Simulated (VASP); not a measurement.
Crystal: C.

```
C
1.0
     2.12732   -1.22828    0.00000
     2.12732    1.22828    0.00000
    -1.37907    0.00000    3.50283
C
2
Direct
  0.16664 0.16664 0.99991
  0.83336 0.83336 0.00009
```

This is a stacking variant of graphite.

| Item | Value |
| --- | --- |
| Program | VASP 6.6.1 |
| Task | relaxation of cell and atoms |
| Functional | PBE |
| Potentials or basis | VASP PAW PBE potentials, release 64 (C_GW) |
| Cutoff | 900 eV |
| k mesh | 13 × 13 × 8 |
| Occupations | fermi-dirac, width 0.05 eV |
| Spin | no spin polarisation |

At the start: pressure 3.6 GPa; volume 9.15 Å³/atom.

Problem. Where does the relaxation end?

Solution. Over 34 steps the energy falls by 8.9 meV/atom and the volume is 11.00 Å³/atom (+20.1 %); space group R-3m (No. 166, to 0.05 Å).

The path:
```
step  energy change (eV)  largest force (eV/Å)  pressure (GPa)  volume (Å³)
   1              0.0000                0.0047            3.64        18.31
   2              0.0062                0.0080           -5.65        18.86
   3             -0.0023                0.0021            0.34        18.49
   4             -0.0036                0.0040            0.31        18.60
   5             -0.0071                0.0209            0.24        18.92
   6             -0.0121                0.0557            0.13        19.56
   7             -0.0164                0.1273            0.06        20.83
   8             -0.0103                0.8078            0.34        21.10
   9             -0.0168                0.0684            0.09        20.88
  10             -0.0167                0.0884            0.13        20.98
  11             -0.0169                0.0183            0.11        20.92
  12             -0.0169                0.1030            0.04        20.96
  13             -0.0169                0.0335            0.08        20.94
  14             -0.0170                0.0005            0.06        20.97
  15             -0.0170                0.0112            0.05        20.98
  16             -0.0170                0.0226            0.07        21.00
  17             -0.0171                0.0588            0.16        21.08
  18             -0.0171                0.1317            0.33        21.23
  19             -0.0171                0.0806            0.21        21.12
  20             -0.0171                0.0753            0.22        21.13
  21             -0.0172                0.0609            0.21        21.16
  22             -0.0173                0.0442            0.19        21.22
  23             -0.0173                0.0840            0.16        21.34
  24             -0.0173                0.0811            0.13        21.38
  25             -0.0175                0.0735            0.02        21.50
  26             -0.0176                0.0627           -0.18        21.74
  27             -0.0175                0.0686           -0.58        22.22
  28             -0.0176                0.0604           -0.33        21.92
  29             -0.0177                0.0225           -0.09        21.98
  30             -0.0177                0.0280           -0.06        21.98
  31             -0.0177                0.0400           -0.03        21.99
  32             -0.0177                0.0310           -0.06        21.98
  33             -0.0177                0.0295           -0.06        21.98
  34             -0.0178                0.0081            0.06        21.99
```

Final structure:
```yaml
crystal:
  lattice:
    - [2.13532, -1.23283, -0.00507]
    - [2.13532, 1.23283, -0.00507]
    - [-1.39247, 0.00000, 4.18029]
  atoms:
    - { symbol: C, position: [0.16664, 0.16664, 0.99994] }
    - { symbol: C, position: [0.83336, 0.83336, 0.00006] }
```

Caveat: the volume moved by over 15 % at a fixed basis, so the end points are rough; this functional lacks dispersion, which binds the layers, so the pressure and a relaxed spacing across them are unreliable, and here the layers came unbound.
